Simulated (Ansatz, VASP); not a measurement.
# MgO: VASP beside Ansatz

```
CELL_PARAMETERS angstrom
0.00000 2.13515 2.13515
2.13515 0.00000 2.13515
2.13515 2.13515 0.00000
ATOMIC_POSITIONS crystal
Mg 0.00000 0.00000 0.00000
O 0.50585 0.50585 0.49415
```

Change from the starting cell: all O atoms moved +0.025 Å, as atom 2 along Cartesian [0 0 1].

Alike in both runs: task single point; functional LDA; k mesh 10 × 10 × 10; occupations gaussian, width 0.05 eV; no spin polarisation.

|  | VASP | Ansatz |
| --- | --- | --- |
| version | VASP 6.6.1 | Ansatz 0.2.0 |
| potentials or method | VASP PAW LDA potentials, release 64 (Mg, O) | scalar-relativistic, plane waves, PAW |
| plane-wave cutoff (eV) | 520 | 420 |
| valence electrons in the cell | 8 | 16 |

```csv
,VASP,Ansatz,Ansatz less VASP
gap on the k mesh at the Fermi level (eV),4.27,4.27,0.000
least direct gap on the mesh (eV),4.27,4.27,0.000
pressure (GPa),-13.2,-11.5,+1.65
largest component of the traceless stress (GPa),0.12,0.12,-0.002
rms of the force components (eV/Å),0.059,0.057,-0.0018
```

Atom by atom the forces differ by 0.002 eV/Å (rms over components). The two sets of potentials don't hold the same shells in valence.
